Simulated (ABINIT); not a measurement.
The system is Sn.

```xyz
2
Lattice="0.0000 3.2333 3.2333 3.2333 0.0000 3.2333 3.2333 3.2333 0.0000" Properties=species:S:1:pos:R:3 pbc="T T T"
Sn    4.8500    4.8500    4.8500
Sn    3.2333    3.2333    3.2333
```

This isn't the form of Sn at room conditions, which is tetragonal (white tin).

Program: ABINIT 10.8.3 (patched build). Alike in all runs: task single point; potentials or basis JTH PAW PBE v2.0; no spin polarisation; cell as given; k mesh 7 × 7 × 7; cutoff (eV) 707; smearing fermi-dirac 0.05 eV.

Order these runs on this cell by their pressure, lowest first.
A. level PBE
B. level BLYP
C. level WC

C (1.2 GPa), A (3.5 GPa), B (6.1 GPa).

Caveats: the PAW data sets were made with another functional, which shifts forces and pressure a little (some runs).
